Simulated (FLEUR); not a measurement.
# Pd (P6_3/mmc) in FLEUR: a series of runs

The runs below take Pd through band structure, with PBEsol.

All numbers are computed with FLEUR MaX-R8.1 (later development tree); they aren't measurements. Logs are shortened: lines on timing, memory, paths and dates and some standing lists are left out, and cuts for length are marked.

## 1. The structure

Symmetry: P6_3/mmc, No. 194, hexagonal system. The conventional cell has a = 2.784 Å, b = 2.784 Å, c = 4.629 Å, α = 90.00°, β = 90.00°, γ = 120.00°. Pd (site symmetry -6m2) is surrounded by 12 Pd at 2.78 to 2.82 Å.

This isn't the form of Pd at room conditions, which is fcc.

## 2. Band structure, PBEsol

inp.xml reads:

```xml
<?xml version="1.0" encoding="UTF-8" standalone="no"?>
<fleurInput fleurInputVersion="0.39">
   <comment>
      Pd                                                                                                  
   </comment>
   <calculationSetup>
      <cutoffs Kmax="4.1" Gmax="12.7" GmaxXC="12.7" numbands="0"/>
      <scfLoop itmax="60" minDistance="0.00001" maxIterBroyd="15" imix="Anderson" alpha="0.05" precondParam="0.0" spinf="2.0" sdNocoIR="T"/>
      <coreElectrons ctail="T" frcor="F" kcrel="0" coretail_lmax="0"/>
      <xcFunctional name="PBEs" relativisticCorrections="F"/>
      <magnetism jspins="1"/>
      <soc l_soc="F" theta="0.0" phi="0.0" spav="F"/>
      <expertModes spex="0" secvar="F"/>
      <geometryOptimization l_f="F" forcealpha="1.0" forcemix="BFGS" epsdisp="0.00001" epsforce="0.00001"/>
      <ldaU l_linMix="F" mixParam="0.05" spinf="1.0"/>
   </calculationSetup>
   <cell>
      <bzIntegration valenceElectrons="36.0" mode="hist" fermiSmearingEnergy="0.00183747">
         <kPointListSelection listName="default-1"/>
         <!-- k-points included here -->
         <xi:include xmlns:xi="http://www.w3.org/2001/XInclude" href="kpts.xml"> </xi:include>
      </bzIntegration>
      <!-- symmetry operations included here -->
      <xi:include xmlns:xi="http://www.w3.org/2001/XInclude" href="sym.xml"> </xi:include>
      <bulkLattice scale="1.0">
         <bravaisMatrix>
            <row-1>    5.2603645591841151     0.0000000000000000     0.0000000000000000</row-1>
            <row-2>   -2.6301822795920575     4.5556093414404790     0.0000000000000000</row-2>
            <row-3>    0.0000000000000000     0.0000000000000000     8.7473400300780675</row-3>
         </bravaisMatrix>
      </bulkLattice>
   </cell>
   <atomSpecies>
      <species name="Palladium (Pd)" element="Pd" atomicNumber="46">
         <mtSphere radius="2.44" gridPoints="807" logIncrement="0.016"/>
         <atomicCutoffs lmax="10" lnonsphr="10"/>
         <electronConfig flipSpins="F">
            <coreConfig>(1s1/2) (2s1/2) (2p1/2) (2p3/2) (3s1/2) (3p1/2) (3p3/2) (3d3/2) (3d5/2)</coreConfig>
            <valenceConfig>(4s1/2) (4p1/2) (4p3/2) (5s1/2) (4d3/2) (4d5/2)</valenceConfig>
            <stateOccupation state="(5s1/2)" spinUp="0.500000" spinDown="0.500000"/>
            <stateOccupation state="(4d3/2)" spinUp="1.800000" spinDown="1.800000"/>
            <stateOccupation state="(4d5/2)" spinUp="2.700000" spinDown="2.700000"/>
         </electronConfig>
         <energyParameters s="5" p="5" d="4" f="4"/>
         <lo type="SCLO" l="0" n="4" eDeriv="0"/>
         <lo type="SCLO" l="1" n="4" eDeriv="0"/>
         <lo type="SCLO" l="1" n="4" eDeriv="1"/>
         <lo type="SCLO" l="2" n="4" eDeriv="2"/>
         <lo type="SCLO" l="3" n="4" eDeriv="2"/>
      </species>
   </atomSpecies>
   <atomGroups>
      <atomGroup species="Palladium (Pd)">
         <relPos label="                   1">1.000/3.000 -1.000/3.000 1.000/4.000</relPos>
         <relPos label="                   2">-1.000/3.000 1.000/3.000 -1.000/4.000</relPos>
         <force calculate="T" relaxXYZ="TTT"/>
      </atomGroup>
   </atomGroups>
   <output dos="F" band="F" slice="F">
      <checks vchk="F" cdinf="F"/>
      <bandDOS minEnergy="-.5*Htr" maxEnergy="0.5*Htr" sigma="0.015" storeEVData="T"/>
      <vacuumDOS vacdos="F" integ="F" star="F" nstars="0" locx1="0.0" locy1="0.0" locx2="0.0" locy2="0.0" nstm="0" tworkf="0.0"/>
      <unfoldingBand unfoldBand="F" supercellX="1" supercellY="1" supercellZ="1"/>
      <plotting iplot="0" polar="F">
         <plot TwoD="T" vec1="  1.0  0.0  0.0" vec2="  0.0  1.0  0.0" vec3="  0.0  0.0  1.0" zero="  0.0  0.0  0.0" file="plot"/>
      </plotting>
      <chargeDensitySlicing numkpt="0" minEigenval="0.0" maxEigenval="0.0" nnne="0" pallst="F"/>
      <specialOutput eonly="F"/>
      <moessbauerParams electricFieldGradient="T" isomerShift="T" coreHyperfine="T" valenceHyperfine="T"/>
      <magneticCircularDichroism mcd="F" energyLo="-10.0" energyUp="0.0"/>
   </output>
  <!-- We include the file relax.xml here to enable relaxations (see documentation) -->
  <xi:include xmlns:xi="http://www.w3.org/2001/XInclude" href="relax.xml"> <xi:fallback/> </xi:include>
</fleurInput>
```

crystal.txt reads:

```
Pd
&input cartesian=F /
2.7836650458  0.0000000000  0.0000000000
-1.3918325229  2.4107246453  0.0000000000
0.0000000000  0.0000000000  4.6288930000
1.8897261246
1.0 1.0 1.0

2
46 0.3333333334  0.6666666668  0.2500000000
46 0.6666666668  0.3333333334  0.7500000000

&kpt div1=11 div2=11 div3=6 gamma=T /
```

inp.xml (bands) reads:

```
<?xml version="1.0" encoding="UTF-8" standalone="no"?>
<fleurInput fleurInputVersion="0.39">
   <comment>
      Pd                                                                                                  
   </comment>
   <calculationSetup>
      <cutoffs Kmax="4.1" Gmax="12.7" GmaxXC="12.7" numbands="0"/>
      <scfLoop itmax="60" minDistance="0.00001" maxIterBroyd="15" imix="Anderson" alpha="0.05" precondParam="0.0" spinf="2.0" sdNocoIR="T"/>
      <coreElectrons ctail="T" frcor="F" kcrel="0" coretail_lmax="0"/>
      <xcFunctional name="PBEs" relativisticCorrections="F"/>
      <magnetism jspins="1"/>
      <soc l_soc="F" theta="0.0" phi="0.0" spav="F"/>
      <expertModes spex="0" secvar="F"/>
      <geometryOptimization l_f="F" forcealpha="1.0" forcemix="BFGS" epsdisp="0.00001" epsforce="0.00001"/>
      <ldaU l_linMix="F" mixParam="0.05" spinf="1.0"/>
   </calculationSetup>
   <cell>
      <bzIntegration valenceElectrons="36.0" mode="hist" fermiSmearingEnergy="0.00183747">
         <kPointListSelection listName="path-1"/>
         <!-- k-points included here -->
         <xi:include xmlns:xi="http://www.w3.org/2001/XInclude" href="kpts.xml"> </xi:include>
      </bzIntegration>
      <!-- symmetry operations included here -->
      <xi:include xmlns:xi="http://www.w3.org/2001/XInclude" href="sym.xml"> </xi:include>
      <bulkLattice scale="1.0">
         <bravaisMatrix>
            <row-1>    5.2603645591841151     0.0000000000000000     0.0000000000000000</row-1>
            <row-2>   -2.6301822795920575     4.5556093414404790     0.0000000000000000</row-2>
            <row-3>    0.0000000000000000     0.0000000000000000     8.7473400300780675</row-3>
         </bravaisMatrix>
      </bulkLattice>
   </cell>
   <atomSpecies>
      <species name="Palladium (Pd)" element="Pd" atomicNumber="46">
         <mtSphere radius="2.44" gridPoints="807" logIncrement="0.016"/>
         <atomicCutoffs lmax="10" lnonsphr="10"/>
         <electronConfig flipSpins="F">
            <coreConfig>(1s1/2) (2s1/2) (2p1/2) (2p3/2) (3s1/2) (3p1/2) (3p3/2) (3d3/2) (3d5/2)</coreConfig>
            <valenceConfig>(4s1/2) (4p1/2) (4p3/2) (5s1/2) (4d3/2) (4d5/2)</valenceConfig>
            <stateOccupation state="(5s1/2)" spinUp="0.500000" spinDown="0.500000"/>
            <stateOccupation state="(4d3/2)" spinUp="1.800000" spinDown="1.800000"/>
            <stateOccupation state="(4d5/2)" spinUp="2.700000" spinDown="2.700000"/>
         </electronConfig>
         <energyParameters s="5" p="5" d="4" f="4"/>
         <lo type="SCLO" l="0" n="4" eDeriv="0"/>
         <lo type="SCLO" l="1" n="4" eDeriv="0"/>
         <lo type="SCLO" l="1" n="4" eDeriv="1"/>
         <lo type="SCLO" l="2" n="4" eDeriv="2"/>
         <lo type="SCLO" l="3" n="4" eDeriv="2"/>
      </species>
   </atomSpecies>
   <atomGroups>
      <atomGroup species="Palladium (Pd)">
         <relPos label="                   1">1.000/3.000 -1.000/3.000 1.000/4.000</relPos>
         <relPos label="                   2">-1.000/3.000 1.000/3.000 -1.000/4.000</relPos>
         <force calculate="T" relaxXYZ="TTT"/>
      </atomGroup>
   </atomGroups>
   <output dos="F" band="T" slice="F">
      <checks vchk="F" cdinf="F"/>
      <bandDOS minEnergy="-.5*Htr" maxEnergy="0.5*Htr" sigma="0.015" storeEVData="T"/>
      <vacuumDOS vacdos="F" integ="F" star="F" nstars="0" locx1="0.0" locy1="0.0" locx2="0.0" locy2="0.0" nstm="0" tworkf="0.0"/>
      <unfoldingBand unfoldBand="F" supercellX="1" supercellY="1" supercellZ="1"/>
      <plotting iplot="0" polar="F">
         <plot TwoD="T" vec1="  1.0  0.0  0.0" vec2="  0.0  1.0  0.0" vec3="  0.0  0.0  1.0" zero="  0.0  0.0  0.0" file="plot"/>
      </plotting>
      <chargeDensitySlicing numkpt="0" minEigenval="0.0" maxEigenval="0.0" nnne="0" pallst="F"/>
      <specialOutput eonly="F"/>
      <moessbauerParams electricFieldGradient="T" isomerShift="T" coreHyperfine="T" valenceHyperfine="T"/>
      <magneticCircularDichroism mcd="F" energyLo="-10.0" energyUp="0.0"/>
   </output>
  <!-- We include the file relax.xml here to enable relaxations (see documentation) -->
  <xi:include xmlns:xi="http://www.w3.org/2001/XInclude" href="relax.xml"> <xi:fallback/> </xi:include>
</fleurInput>
```

Potentials or basis: all-electron, FLAPW.

Run with:

```bash
> inpgen -f crystal.txt -profile fastHighL
> # inp.xml edited to the form shown
> fleur_MPI
> fleur_MPI   # second run, on inp.xml (bands)
```

What it wrote:

```text
Welcome to FLEUR        (www.flapw.de)
      MaX-Release 8.1          (www.max-centre.eu)

 ========== k-point set info ==========
 Selected k-point list: default-1
 k-point list type: mesh
 11 x 11 x 6
 Number of k points: 64

 ------------Calculation Setup---------------------------
 Number of MPI-tasks      :            1
 Number of PE/node        :            1
 Number of OMP-threads    :            1
 Most efficient MPI parallelization for:
           1           2           4           8          16          32          64
 Additional eigenvalue parallelization possible
 Number of basis functions:          323
 Approximate size of matrices (H+S) per k-point:         0.002 GB
 --------------------------------------------------------
 Iteration:     1   Distance:      13.49336781 me/bohr^3
 Iteration:     2   Distance:      11.51035019 me/bohr^3
 Iteration:     3   Distance:       3.92574295 me/bohr^3
 Iteration:     4   Distance:       0.78825870 me/bohr^3
 Iteration:     5   Distance:       0.69317946 me/bohr^3
 Iteration:     6   Distance:       0.09404391 me/bohr^3
 Iteration:     7   Distance:       0.08179771 me/bohr^3
 Iteration:     8   Distance:       0.04092976 me/bohr^3
 Iteration:     9   Distance:       0.01406749 me/bohr^3
 Iteration:    10   Distance:       0.00307084 me/bohr^3
 Iteration:    11   Distance:       0.00018379 me/bohr^3
 Iteration:    12   Distance:       0.00015896 me/bohr^3
 Iteration:    13   Distance:       0.00000964 me/bohr^3

 ********************************************************************
 Run finished successfully
 Stop message:
   all done
 ********************************************************************
```

output (bands):

```text
Welcome to FLEUR        (www.flapw.de)
      MaX-Release 8.1          (www.max-centre.eu)

 ========== k-point set info ==========
 Selected k-point list: path-1
 k-point list type: path
 Number of k points: 60

 ------------Calculation Setup---------------------------
 Number of MPI-tasks      :            1
 Number of PE/node        :            1
 Number of OMP-threads    :            1
 Most efficient MPI parallelization for:
           1           2           3           4           5           6          10          12          15          20          30          60
 Additional eigenvalue parallelization possible
 Number of basis functions:          325
 Approximate size of matrices (H+S) per k-point:         0.002 GB
 --------------------------------------------------------
 Fermi energy correction for metals:
 Fermi energy in bands.* files may not be consistent with last density.
 Please correct it manually (e.g. in band.gnu file).

 Note: Band structure data (together with different weights) is also stored in the banddos.hdf file.
       A convenient way of extracting and plotting the data from that file is by making use of the

 ********************************************************************
 Run finished successfully
 Stop message:
   Charge density postprocessing done.
 ********************************************************************
```

out.xml (last iteration):

```text
<iteration numberForCurrentRun="   13" overallNumber="   13">
         <energyParameters units="Htr">
            <atomicEP atomType="1" spin="1" branch="5s" branchLowest="-2.71" branchHighest="1.85" value="0.2767753476"/>
            <atomicEP atomType="1" spin="1" branch="5p" branchLowest="-1.43" branchHighest="2.54" value="0.4132070409"/>
            <atomicEP atomType="1" spin="1" branch="4d" branchLowest="-11.55" branchHighest="0.48" value="0.2861142329"/>
            <atomicEP atomType="1" spin="1" branch="4f" branchLowest="-9.99" branchHighest="2.42" value="0.7107560753"/>
            <loAtomicEP atomType="1" spin="1" branch="4s" branchLowest="-22.94" branchHighest="-2.71" value="-2.7180433023"/>
            <loAtomicEP atomType="1" spin="1" branch="4p" branchLowest="-18.54" branchHighest="-1.43" value="-1.4634498458"/>
            <loAtomicEP atomType="1" spin="1" branch="4p" branchLowest="-18.54" branchHighest="-1.43" value="-1.4634498458"/>
            <loAtomicEP atomType="1" spin="1" branch="4d" branchLowest="-11.55" branchHighest="0.48" value="0.2808116192"/>
            <loAtomicEP atomType="1" spin="1" branch="4f" branchLowest="-9.99" branchHighest="2.42" value="0.7107572356"/>
         </energyParameters>
         <eigenvalues>
            <eigenvaluesAt spin="1" ikpt="1" k_x="0.00000000" k_y="0.00000000" k_z="0.00000000">
                      -2.7196252623       -2.7181727821       -1.4644242332       -1.4559076201       -1.4559076201
                      -1.4542667002       -1.4542667002       -1.4524365875        0.1111876390        0.1805037723
                       0.2630979385        0.2700189005        0.2700189005        0.2821425832        0.2821425832
                       0.3061791731        0.3061791731        0.3554830129        0.3554830129        0.3955765361
                       0.6056349207        0.9828627592        1.0396654226        1.0679252387        1.1546032508
                       1.1546032508        1.2341772463        1.2341772463
            </eigenvaluesAt>
            <eigenvaluesAt spin="1" ikpt="2" k_x="0.00000000" k_y="0.00000000" k_z="0.16666667">
                      -2.7195285222       -2.7182706638       -1.4636320664       -1.4557978670       -1.4557978670
                      -1.4543767825       -1.4543767825       -1.4532509781        0.1197217569        0.1817253755
                       0.2608693262        0.2681680480        0.2681680480        0.2795458464        0.2795458465
                       0.3123708473        0.3123708473        0.3543323029        0.3543323029        0.3599690083
                       0.6547881745        0.9679509929        1.0468329730        1.0498189870        1.1429264312
[... 42 lines left out ...]
            <totalCharge value="91.9999999985"/>
         </allElectronCharges>
         <moessbauerParams unitsHFF="kG" unitsIS="e/bohr^3" unitsEFG="Htr/bohr^2">
            <coreIsomerShift atomType="1" isTotal="134099.53012">
               <shell n="1" l="0" isomerShift="117893.86647"/>
               <shell n="2" l="0" isomerShift="13385.02584"/>
               <shell n="2" l="1" isomerShift="266.55655"/>
               <shell n="3" l="0" isomerShift="2500.82979"/>
               <shell n="3" l="1" isomerShift="53.25146"/>
               <shell n="3" l="2" isomerShift="0.00001"/>
            </coreIsomerShift>
            <isomerShift atomType="1" nucleusRadius="0.0001119" averageDensity="134583.49216"/>
            <electricFieldGradient atomType="1" VXX="0.07812" VYY="0.07812" VZZ="-0.15624" asymParam="0.00000">
            </electricFieldGradient>
         </moessbauerParams>
         <totalEnergy                                    value="   -10089.2262055958" units="Htr">
            <sumOfEigenvalues                            value="    -6021.5239028320">
               <coreElectrons value="-5998.6331956838"/>
               <valenceElectrons value="-22.8907071482"/>
            </sumOfEigenvalues>
            <densityCoulombPotentialIntegral value="-16185.1571769038"/>
            <densityEffectivePotentialIntegral value="-16557.6497874757"/>
            <chargeDenXCDenIntegral value="-283.4192452418"/>
            <FockExchangeEnergyValence value="0.0000000000"/>
            <FockExchangeEnergyCore value="0.0000000000"/>
            <atomTypeDependentContributions atomType="1">
               <electronNucleiInteractionDifferentMTs value="12205.3576462228"/>
               <MadelungTerm value="-43.9966103230"/>
            </atomTypeDependentContributions>
            <tkbTimesEntropy value="0.0017670369"/>
            <freeEnergy value="-10089.2279726327"/>
            <extrapolationTo0K value="-10089.2270891143"/>
         </totalEnergy>
         <densityConvergence units="me/bohr^3">
            <chargeDensity spin="1" distance="0.0000096407"/>
         </densityConvergence>
      </iteration>
```

Run time: 30 s. Hardware: 1 thread of Arm Neoverse V2, shared host; peak memory 0.07 GiB.

Results:

* Free energy: -274541.8793 eV
* Band gap along the path: none (metal or under the smearing width)
* Valence electrons inside the program's atomic spheres: Pd 16.63 (radii Pd 2.44 bohr)

Levels at the corners of the path, in eV from the Fermi level:
| point | band 14 | band 15 | band 16 | band 17 | band 18 | band 19 | band 20 | band 21 | band 22 | band 23 |
| --- | --- | --- | --- | --- | --- | --- | --- | --- | --- | --- |
| Γ | -2.22 | -2.22 | -1.57 | -1.57 | -0.23 | -0.23 | 0.86 | 6.58 | 16.84 | 18.39 |
| M | -2.02 | -1.68 | 0.00 | 0.02 | 0.18 | 2.47 | 4.32 | 9.30 | 9.61 | 12.48 |
| K | -2.70 | -1.72 | -0.48 | -0.48 | -0.35 | 5.71 | 5.90 | 5.90 | 11.96 | 12.91 |
| Γ | -2.22 | -2.22 | -1.57 | -1.57 | -0.23 | -0.23 | 0.86 | 6.58 | 16.84 | 18.39 |
| A | -2.59 | -2.59 | -2.59 | -0.66 | -0.66 | -0.66 | -0.66 | 13.60 | 13.60 | 17.30 |
| L | -1.44 | -0.45 | -0.45 | 0.11 | 0.11 | 2.56 | 2.56 | 7.81 | 7.81 | 15.95 |
| H | -2.63 | -1.70 | -1.70 | -0.17 | -0.17 | 6.70 | 6.70 | 8.42 | 8.42 | 8.96 |
| A | -2.59 | -2.59 | -2.59 | -0.66 | -0.66 | -0.66 | -0.66 | 13.60 | 13.60 | 17.30 |
| L | -1.44 | -0.45 | -0.45 | 0.11 | 0.11 | 2.56 | 2.56 | 7.81 | 7.81 | 15.95 |
| M | -2.02 | -1.68 | 0.00 | 0.02 | 0.18 | 2.47 | 4.32 | 9.30 | 9.61 | 12.48 |
| K | -2.70 | -1.72 | -0.48 | -0.48 | -0.35 | 5.71 | 5.90 | 5.90 | 11.96 | 12.91 |
| H | -2.63 | -1.70 | -1.70 | -0.17 | -0.17 | 6.70 | 6.70 | 8.42 | 8.42 | 8.96 |

Core levels (eV from the Fermi level):
| atom | levels |
| --- | --- |
| 1 Pd | 1s1/2 -24138.0, 2s1/2 -3522.8, 2p1/2 -3268.0, 2p3/2 -3108.8, 3s1/2 -634.0, 3p1/2 -533.5, 3p3/2 -505.7, 3d3/2 -327.6, 3d5/2 -322.0 |
| 2 Pd | 1s1/2 -24138.0, 2s1/2 -3522.8, 2p1/2 -3268.0, 2p3/2 -3108.8, 3s1/2 -634.0, 3p1/2 -533.5, 3p3/2 -505.7, 3d3/2 -327.6, 3d5/2 -322.0 |

(Part 1 of 2 ends here.)
